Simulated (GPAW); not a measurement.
A run of GPAW 26.7.0:

run.py

```python
import numpy as np
from ase import Atoms
from ase.units import Bohr, Ha
from gpaw import GPAW, PW
from gpaw.hybrids.energy import non_self_consistent_energy
from gpaw.xc.rpa import RPACorrelation

atoms = Atoms(['Zn', 'Zn', 'O', 'O'],
              cell=[[3.1602406537, 0.0, 0.0],
                    [-1.5801203269, 2.7368486882, 0.0],
                    [0.0, 0.0, 5.0630144059]],
              scaled_positions=[[0.6666666667, 0.3333333333, 0.0],
                                [0.3333333333, 0.6666666667, 0.5],
                                [0.3333333333, 0.6666666667, 0.87901],
                                [0.6666666667, 0.3333333333, 0.37901]],
              pbc=True)

for x in [1.0]:
    ecuts = np.array([160.0, 200.0, 250])
    a = atoms.copy()
    a.set_cell(atoms.cell * x**(1 / 3), scale_atoms=True)
    calc = GPAW(mode=PW(550),
                xc='LDA',
                kpts={'size': (4, 4, 2), 'gamma': True},
                occupations={'name': 'fermi-dirac', 'width': 0.001},
                nbands=31,
                convergence={'density': 1e-06},
                maxiter=150,
                txt=f'gs-{x:.2f}.txt')
    a.calc = calc
    dft = a.get_potential_energy(force_consistent=True)
    calc.write(f'gs-{x:.2f}.gpw')
    exx = non_self_consistent_energy(calc, 'EXX').sum()
    calc.diagonalize_full_hamiltonian(nbands=int(a.get_volume() / Bohr**3 * (ecuts[-1] / Ha)**1.5 * 2**0.5 / 3 / np.pi**2 * 1.15) + 30)
    calc.write(f'full-{x:.2f}.gpw', mode='all')
    ec = RPACorrelation(f'full-{x:.2f}.gpw', ecut=ecuts, nfrequencies=16, skip_gamma=False, txt=f'rpa-{x:.2f}.txt').calculate()
    slope, ec_inf = np.polyfit(ecuts**-1.5, ec, 1)
    print(f'V = {a.get_volume():.4f} A^3: DFT {dft:.5f}, EXX {exx:.5f}, correlation', *ec.round(5), f'extrapolated {ec_inf:.5f}, total {exx + ec_inf:.5f} eV', flush=True)
```

Potentials or basis: the program's PAW data sets (release 1.2.1) made for this functional, pw.

Run with:

```bash
$ OMP_NUM_THREADS=1 python run.py
```

Hardware: 1 thread of Arm Neoverse V2 (shared host).

Question: Estimate the wall time of this run.

Answer: Wall time 9.6 min on 1 thread of Arm Neoverse V2 (shared host), peak memory 0.48 GiB. Counts: scf iterations 12.
